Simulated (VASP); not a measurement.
Wanted: the native input for a VASP 6.6.1 run.

```
Task                   : single point
Functional             : PBE
Potentials or basis    : VASP PAW PBE potentials, release 64 (Pb_d, O)
Cutoff                 : 520 eV
k mesh                 : 12 × 12 × 12
Occupations            : gaussian, width 0.1 eV
Spin                   : no spin polarisation
Dipole correction      : no
Further INCAR settings : ALGO = Fast; EDIFF = 1e-06; NBANDS = 32
```

The structure of Pb3O lies in POSCAR:

```
Pb3O
1.0
   -3.0038332817      3.0038332817      3.0038332817
    3.0038332817     -3.0038332817      3.0038332817
    3.0038332817      3.0038332817     -3.0038332817
Pb O
3 1
Direct
    0.0000000000      0.5000000000      0.5000000000
    0.5000000000      0.0000000000      0.5000000000
    0.5000000000      0.5000000000      0.0000000000
    0.0000000000      0.0000000000      0.0000000000
```

The cell was built by a generator and needn't be a form met in nature.

The cell isn't the ideal one: random cell by space group and Wyckoff sites (Im-3m, No. 229).

One way to write it, as run:

INCAR

```
SYSTEM = Pb3O
ALGO = Fast ; EDIFF = 1E-6
ENCUT = 520 ; GGA = PE
ISIF = 2 ; ISMEAR = 0
LASPH = .True. ; LCHARG = .False.
LREAL = .False. ; LWAVE = .False.
NBANDS = 32 ; NELM = 80
PREC = Accurate ; SIGMA = 0.1
```

KPOINTS

```
k-points
0
Gamma
  12 12 12
  0 0 0
```

Potentials or basis: VASP PAW PBE potentials, release 64 (Pb_d, O).

Launch:

```bash
$ cat potpaw_PBE.64/Pb_d/POTCAR potpaw_PBE.64/O/POTCAR > POTCAR
$ mpirun -np 1 vasp_std > vasp.out
```

It gave:

```json
{
  "Pressure": "-0.1 GPa",
  "Band gap on the k mesh": "none (metal or under the smearing width)"
}
```

Run time: 8.8 min on 1 thread of Intel(R) Xeon(R) Platinum 8259CL CPU @ 2.50GHz (Skylake/Cascade Lake), on a shared host, peak memory 0.37 GiB.
